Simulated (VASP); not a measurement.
# W (Im-3m) in VASP: further runs

One crystal, W, is run at these levels: PBE; tasks: relaxation of cell and atoms.

Program: VASP 6.6.1. These are calculated values, not measurements. Logs are shortened: lines on timing, memory, paths and dates and some standing lists are left out, and cuts for length are marked.

**1. Starting point**

It takes space group Im-3m (No. 229, cubic). The conventional cell has a = 3.165 Å, b = 3.165 Å, c = 3.165 Å, α = 90.00°, β = 90.00°, γ = 90.00°. W (site symmetry m-3m) is surrounded by 8 W at 2.74 Å.

**2. Relaxation of cell and atoms, PBE, collinear spin, ferromagnetic start**

Input file INCAR:

```
PREC = Accurate
ENCUT = 520
EDIFF = 1E-7
ISMEAR = 0
SIGMA = 0.1
LREAL = F
LASPH = T
NELM = 150
ALGO = Fast
ISIF = 3
LWAVE = F
LCHARG = F
ISPIN = 2
MAGMOM = 1
LORBIT = 11
LMAXMIX = 4
GGA = PE
IBRION = 2
NSW = 80
EDIFFG = -0.002
```

Input file KPOINTS:

```
Automatic mesh
0
Gamma
  18 18 18
```

Input file POSCAR:

```
W
1.0
   -1.5823450000      1.5823450000      1.5823450000
    1.5823450000     -1.5823450000      1.5823450000
    1.5823450000      1.5823450000     -1.5823450000
W
1
Direct
    0.0000000000      0.0000000000      0.0000000000
```

Potentials or basis: VASP PAW PBE potentials, release 64 (W_sv).

On the command line:

```console
cat potpaw_PBE.64/W_sv/POTCAR > POTCAR
mpirun -np 1 vasp_std > vasp.out
```

OUTCAR:

```text
PREC = Accurate
   ENCUT = 520
   EDIFF = 1E-7
   ISMEAR = 0
   LREAL = F
   LASPH = T
   NELM = 150
   ISIF = 3
   ISPIN = 2
   LORBIT = 11
   GGA = PE
   IBRION = 2
   NSW = 80
   EDIFFG = -0.002

 ion  position               nearest neighbor table
   1  0.000  0.000  0.000-

  LATTYP: Found a body centered cubic cell.
 ALAT       =     3.1646900000

  Lattice vectors:

 A1 = (  -1.5823450000,   1.5823450000,   1.5823450000)
 A2 = (   1.5823450000,  -1.5823450000,   1.5823450000)
 A3 = (   1.5823450000,   1.5823450000,  -1.5823450000)

Analysis of symmetry for initial positions (statically):
=====================================================================
 Subroutine PRICEL returns:
 Original cell was already a primitive cell.

 Routine SETGRP: Setting up the symmetry group for a
 body centered cubic supercell.

 Subroutine GETGRP returns: Found 48 space group operations
 (whereof 48 operations were pure point group operations)
 out of a pool of 48 trial point group operations.

The static configuration has the point symmetry O_h .

Analysis of symmetry for dynamics (positions and initial velocities):
=====================================================================
 Subroutine PRICEL returns:
 Original cell was already a primitive cell.

 Routine SETGRP: Setting up the symmetry group for a
 body centered cubic supercell.

 Subroutine GETGRP returns: Found 48 space group operations
 (whereof 48 operations were pure point group operations)
 out of a pool of 48 trial point group operations.

The dynamic configuration has the point symmetry O_h .

Analysis of structural, dynamic, and magnetic symmetry:
=====================================================================
 Subroutine PRICEL returns:
 Original cell was already a primitive cell.

 Routine SETGRP: Setting up the symmetry group for a
 body centered cubic supercell.

 Subroutine GETGRP returns: Found 48 space group operations
 (whereof 48 operations were pure point group operations)
 out of a pool of 48 trial point group operations.

The overall configuration has the point symmetry O_h .

 Subroutine INISYM returns: Found 48 space group operations
 (whereof 48 operations are pure point group operations),
 and found     1 'primitive' translations

----------------------------------------------------------------------------------------

                                     Primitive cell

  volume of cell :      15.8476

  direct lattice vectors                    reciprocal lattice vectors
    -1.582345000  1.582345000  1.582345000     0.000000000  0.315986716  0.315986716
     1.582345000 -1.582345000  1.582345000     0.315986716  0.000000000  0.315986716
     1.582345000  1.582345000 -1.582345000     0.315986716  0.315986716  0.000000000

  length of vectors
     2.740701935  2.740701935  2.740701935     0.446872699  0.446872699  0.446872699

  position of ions in fractional coordinates (direct lattice)
     0.000000000  0.000000000  0.000000000

  ion indices of the primitive-cell ions
   primitive index   ion index
                 1           1

----------------------------------------------------------------------------------------

 KPOINTS: Automatic mesh

Automatic generation of k-mesh.
 Grid dimensions read from file:
 generate k-points for:   18   18   18

 Generating k-lattice:

  Cartesian coordinates                     Fractional coordinates (reciprocal lattice)
     0.000000000  0.017554818  0.017554818     0.055555556  0.000000000  0.000000000
     0.017554818  0.000000000  0.017554818     0.000000000  0.055555556  0.000000000
     0.017554818  0.017554818  0.000000000     0.000000000  0.000000000  0.055555556

  Length of vectors
     0.024826261  0.024826261  0.024826261

  Shift w.r.t. Gamma in fractional coordinates (k-lattice)
     0.000000000  0.000000000  0.000000000

 Subroutine IBZKPT returns following result:
 ===========================================

 Found    195 irreducible k-points:

 Following reciprocal coordinates:
            Coordinates               Weight
  0.000000  0.000000  0.000000      1.000000
  0.055556  0.000000  0.000000     12.000000
  0.111111  0.000000  0.000000     12.000000
  0.166667  0.000000  0.000000     12.000000
  0.222222  0.000000  0.000000     12.000000
  0.277778  0.000000  0.000000     12.000000
[... 16 lines left out ...]
  0.333333  0.111111 -0.000000     48.000000
  0.388889  0.111111  0.000000     48.000000
 [... further k-points ...]
   k-points           NKPTS =    195   k-points in BZ     NKDIM =    195   number of bands    NBANDS=     12
   number of dos      NEDOS =    301   number of ions     NIONS =      1
   total plane-waves  NPLWV =   8000
   dimension x,y,z NGX =    20 NGY =   20 NGZ =   20
   dimension x,y,z NGXF=    40 NGYF=   40 NGZF=   40
   ions per type =               1
   NGX,Y,Z   is equivalent  to a cutoff of  12.13, 12.13, 12.13 a.u.
   NGXF,Y,Z  is equivalent  to a cutoff of  24.26, 24.26, 24.26 a.u.
 SYSTEM =  unknown system
   PREC   = accura    normal or accurate (medium, high low for compatibility)
   ISTART =      0    job   : 0-new  1-cont  2-samecut
   ICHARG =      2    charge: 1-file 2-atom 10-const
   ISPIN  =      2    spin polarized calculation?
   LNONCOLLINEAR =      F non collinear calculations
   LSORBIT =      F    spin-orbit coupling
   LASPH  =      T    aspherical Exc in radial PAW
   ENCUT  =  520.0 eV  38.22 Ry    6.18 a.u.   5.10  5.10  5.10*2*pi/ulx,y,z
   NELM   =    150;   NELMIN=  2; NELMDL= -5     # of ELM steps
   EDIFF  = 0.1E-06   stopping-criterion for ELM
   LREAL  =      F    real-space projection
   EDIFFG = -.2E-02   stopping-criterion for IOM
   NSW    =     80    number of steps for IOM
   IBRION =      2    ionic relax: 0-MD 1-quasi-New 2-CG
   NFREE  =      1    steps in history (QN), initial steepest desc. (CG)
   ISIF   =      3    stress and relaxation
   ISYM   =      2    0-nonsym 1-usesym 2-fastsym
   POTIM  = 0.5000    time-step for ionic-motion
   TEBEG  =    0.0;   TEEND  =   0.0 temperature during run
   PSTRESS=    0.0 pullay stress
   NELECT =      14.0000    total number of electrons
   NUPDOWN=      -1.0000    fix difference up-down
   EMIN   =  10.00;   EMAX   =-10.00  energy-range for DOS
   EFERMI =   0.00;   METHOD = LEGACY
   ISMEAR =     0;   SIGMA  =   0.10  broadening in eV -4-tet -1-fermi 0-gaus
   EFERMI_NEDOS =   21; number of points for ismear=-14 and -15
   IALGO  =     68    algorithm
   IMIX   =      4    mixing-type and parameters
     AMIX     =   0.40;   BMIX     =  1.00
     AMIX_MAG =   1.60;   BMIX_MAG =  1.00
  volume/ion in A,a.u.               =      15.85       106.94
  Fermi-wavevector in a.u.,A,eV,Ry     =   1.570832  2.968442 33.572544  2.467512
  Thomas-Fermi vector in A             =   2.672506
   LORBIT       =     11    0 simple, 1 ext, 2 COOP (PROOUT), +10 PAW based schemes
   GGA     = PE    functional components
   LHFCALC =     F    Hartree Fock is set to
   AEXX    =    0.0000 exact exchange contribution
   IVDW    =     0    specifies the selected vdW correction
   LEPSILON=     F    determine dielectric tensor
   LRPA    =     F    only Hartree local field effects (RPA)
 conjugate gradient relaxation of ions
 spin polarized calculation
 RMM-DIIS sequential band-by-band and
 Gauss-broadening in eV      SIGMA  =   0.10
  energy-cutoff  :      520.00
  volume of cell :       15.85
 maximum number of plane-waves:       440
   NGX = 11   NGY = 11   NGZ = 11

--------------------------------------- Ionic step        1  -------------------------------------------

 number of electron      14.0000004 magnetization       0.0002863

 number of electron      14.0000004 magnetization      -0.0000432

 Free energy of the ion-electron system (eV)
  ---------------------------------------------------
  ext. energy  EPLUGINS =         0.00000000
  ---------------------------------------------------
  free energy    TOTEN  =       -12.94507087 eV

  energy without entropy =      -12.94160190  energy(sigma->0) =      -12.94333638

------------------------ aborting loop because EDIFF is reached ----------------------------------------

  FORCE on cell =-STRESS in cart. coord.  units (eV):
  Direction    XX          YY          ZZ          XY          YZ          ZX
  --------------------------------------------------------------------------------------
  -------------------------------------------------------------------------------------
  Total        0.6148732      0.6148732      0.6148732      0.0000000      0.0000000     -0.0000000
  in kB       62.1630972     62.1630972     62.1630972      0.0000000      0.0000000     -0.0000000
  external PRESSURE =      62.1630972 kB  Pullay stress =       0.0000000 kB
[... 90 lines left out ...]
  FREE ENERGIE OF THE ION-ELECTRON SYSTEM (eV)
  ---------------------------------------------------
  free  energy   TOTEN  =       -12.9509906173 eV

  energy  without entropy=      -12.9474049759  energy(sigma->0) =      -12.94919780

[... ionic steps 4 to 13 ...]

--------------------------------------- Ionic step       14  -------------------------------------------

 number of electron      14.0000000 magnetization      -0.0000007

 number of electron      14.0000000 magnetization       0.0000004
[... 71 lines left out ...]
 number of electron      14.0000000 magnetization      -0.0000005

 number of electron      14.0000000 magnetization       0.0000003

 Free energy of the ion-electron system (eV)
  ---------------------------------------------------
  ext. energy  EPLUGINS =         0.00000000
  ---------------------------------------------------
  free energy    TOTEN  =       -12.95099591 eV

  energy without entropy =      -12.94741378  energy(sigma->0) =      -12.94920485

 E-fermi :  11.1666     XC(G=0): -13.5317

 val. band max:       11.1623831603   @ k =  -0.2778   0.3333   0.2222
 cond. band min:      11.1787888819   @ k =   0.5000   0.5000   0.2222
 fundamental gap:      0.0164057216
 Fermi energy:        11.1665527195

 spin component 1

 k-point     1 :       0.0000    0.0000    0.0000
  band No.  band energies     occupation
      1     -63.0363      1.00000
      2     -26.6262      1.00000
      3     -26.6262      1.00000
      4     -26.6262      1.00000
      5       1.6369      1.00000
      6       9.9729      1.00000
      7       9.9729      1.00000
      8       9.9729      1.00000
      9      13.3860      0.00000
     10      13.3860      0.00000
     11      25.6404      0.00000
     12      25.6404      0.00000
[... 333 lines left out ...]
      1     -62.9130      1.00000
      2     -27.7601      1.00000
      3     -27.0529      1.00000
      4     -26.6857      1.00000
      5       5.4424      1.00000
      6       7.8401      1.00000
      7      10.5522      1.00000
      8      13.1516      0.00000
      9      14.4428      0.00000
     10      17.4297      0.00000
     11      21.8209      0.00000
     12      23.6361      0.00000

 [... further k-points ...]

 spin component 2

 k-point     1 :       0.0000    0.0000    0.0000
  band No.  band energies     occupation
      1     -63.0363      1.00000
      2     -26.6262      1.00000
      3     -26.6262      1.00000
      4     -26.6262      1.00000
      5       1.6369      1.00000
      6       9.9729      1.00000
      7       9.9729      1.00000
      8       9.9729      1.00000
      9      13.3860      0.00000
     10      13.3860      0.00000
     11      25.6404      0.00000
     12      25.6404      0.00000
[... 373 lines left out ...]
  FREE ENERGIE OF THE ION-ELECTRON SYSTEM (eV)
  ---------------------------------------------------
  free  energy   TOTEN  =       -12.9509959129 eV

  energy  without entropy=      -12.9474137815  energy(sigma->0) =      -12.94920485

 reached required accuracy - stopping structural energy minimisation

 total charge

# of ion       s       p       d       tot
------------------------------------------
    1        2.397   6.331   3.327  12.054

 magnetization (x)

# of ion       s       p       d       tot
------------------------------------------
    1       -0.000  -0.000  -0.000  -0.000
```

Run time: 2.4 min. Hardware: 1 thread of Intel Xeon 6975P-C (Granite Rapids), shared host; peak memory 0.19 GiB.

What came out:

```yaml
Free_energy: -12.9510 eV
Relaxed_volume: 16.16 Å³/atom
Relaxed_cell: a = 2.759 Å, b = 2.759 Å, c = 2.759 Å, α = 109.47°, β = 109.47°, γ = 109.47°
Space_group_after_relaxing_to_0.05_Å: Im-3m (No. 229)
Energy_gained_by_relaxing: 5.9 meV/atom
Ionic_steps: 16
Pressure_after_relaxing: 0.0 GPa
Band_gap_on_the_k_mesh: none (metal or under the smearing width)
Net_moment: 0.00 μB per cell
Valence_electrons_inside_the_program's_atomic_spheres: W 12.05
```

The path:
```csv
step,energy change (eV),largest force (eV/Å),pressure (GPa),volume (Å³)
1,0.0000,0.0000,6.22,15.85
2,0.0623,0.0000,-17.97,17.30
3,-0.0059,0.0000,-0.15,16.17
4,-0.0059,0.0000,-0.02,16.16
5,-0.0059,0.0000,0.11,16.15
6,-0.0059,0.0000,0.12,16.15
7,-0.0059,0.0000,0.08,16.16
8,-0.0059,0.0000,0.07,16.16
9,-0.0059,0.0000,0.08,16.16
10,-0.0059,0.0000,0.08,16.16
11,-0.0059,0.0000,0.08,16.16
12,-0.0059,0.0000,0.08,16.16
13,-0.0059,0.0000,0.05,16.16
14,-0.0059,0.0000,0.02,16.16
15,-0.0059,0.0000,-0.03,16.16
16,-0.0059,0.0000,0.00,16.16
```

Final structure:
```
CELL_PARAMETERS angstrom
-1.59264 1.59264 1.59264
1.59264 -1.59264 1.59264
1.59264 1.59264 -1.59264
ATOMIC_POSITIONS crystal
W 0.00000 0.00000 0.00000
```

Levels at points of the mesh, in eV from the Fermi level:
Spin up:
```
           k point  band 4  band 5  band 6  band 7  band 8  band 9  band 10  band 11
(0.00, 0.00, 0.00)  -37.79   -9.53   -1.19   -1.19   -1.19    2.22     2.22    14.47
(0.50, 0.00, 0.00)  -37.80   -6.15   -3.47    0.61    2.10    3.06     5.99    10.78
(0.50, 0.50, 0.50)  -38.64   -5.68   -5.68    5.03    5.03    5.03     8.09     8.09
```
Spin down:
```csv
k point,band 4,band 5,band 6,band 7,band 8,band 9,band 10,band 11
"(0.00, 0.00, 0.00)",-37.79,-9.53,-1.19,-1.19,-1.19,2.22,2.22,14.47
"(0.50, 0.00, 0.00)",-37.80,-6.15,-3.47,0.61,2.10,3.06,5.99,10.78
"(0.50, 0.50, 0.50)",-38.64,-5.68,-5.68,5.03,5.03,5.03,8.09,8.09
```

Spin-orbit coupling is left out, which matters for the levels of W. Zero-point motion and thermal expansion aren't in these numbers.

**3. Relaxation of cell and atoms, PBE, collinear spin, ferromagnetic start**

This run uses another cell than the first one, of 16.16 Å³/atom, 1.020 times its volume.

INCAR is that of step 2.

KPOINTS is that of step 2.

Input file POSCAR:

```
W                                       
1.0
   -1.5926356836      1.5926356836      1.5926356836
    1.5926356836     -1.5926356836      1.5926356836
    1.5926356836      1.5926356836     -1.5926356836
  W             
     1
Direct
     0.0000000000000000    0.0000000000000000    0.0000000000000000
```

Potentials or basis: VASP PAW PBE potentials, release 64 (W_sv).

On the command line:

```console
cat potpaw_PBE.64/W_sv/POTCAR > POTCAR
mpirun -np 1 vasp_std > vasp.out
```

It took 28 s on 1 thread of Intel Xeon 6975P-C (Granite Rapids), shared host; peak memory 0.19 GiB.

The run converged. Its results:

```yaml
Free_energy: -12.9512 eV
Pressure_after_relaxing: 0.0 GPa
Band_gap_on_the_k_mesh: none (metal or under the smearing width)
Net_moment: 0.00 μB per cell
Valence_electrons_inside_the_program's_atomic_spheres: W 12.05
```

Final structure:
```
W
1.0
    -1.59264    1.59264    1.59264
     1.59264   -1.59264    1.59264
     1.59264    1.59264   -1.59264
W
1
Direct
  0.00000 0.00000 0.00000
```

Levels at points of the mesh, in eV from the Fermi level:
Spin up:
| k point | band 3 | band 4 | band 5 | band 6 | band 7 | band 8 | band 9 | band 10 | band 11 | band 12 |
| --- | --- | --- | --- | --- | --- | --- | --- | --- | --- | --- |
| (0.00, 0.00, 0.00) | -37.79 | -37.79 | -9.53 | -1.19 | -1.19 | -1.19 | 2.22 | 2.22 | 14.47 | 14.47 |
| (0.50, 0.00, 0.00) | -38.19 | -37.80 | -6.15 | -3.47 | 0.61 | 2.10 | 3.06 | 5.99 | 10.78 | 11.44 |
| (0.50, 0.50, 0.50) | -38.64 | -38.64 | -5.68 | -5.68 | 5.03 | 5.03 | 5.03 | 8.09 | 8.09 | 8.09 |
Spin down:
```tsv
k point	band 5	band 6	band 7	band 8	band 9	band 10
(0.00, 0.00, 0.00)	-9.53	-1.19	-1.19	-1.19	2.22	2.22
(0.50, 0.00, 0.00)	-6.15	-3.47	0.61	2.10	3.06	5.99
(0.50, 0.50, 0.50)	-5.68	-5.68	5.03	5.03	5.03	8.09
```

Caveat: the relaxation stopped at its first step, so nothing moved.
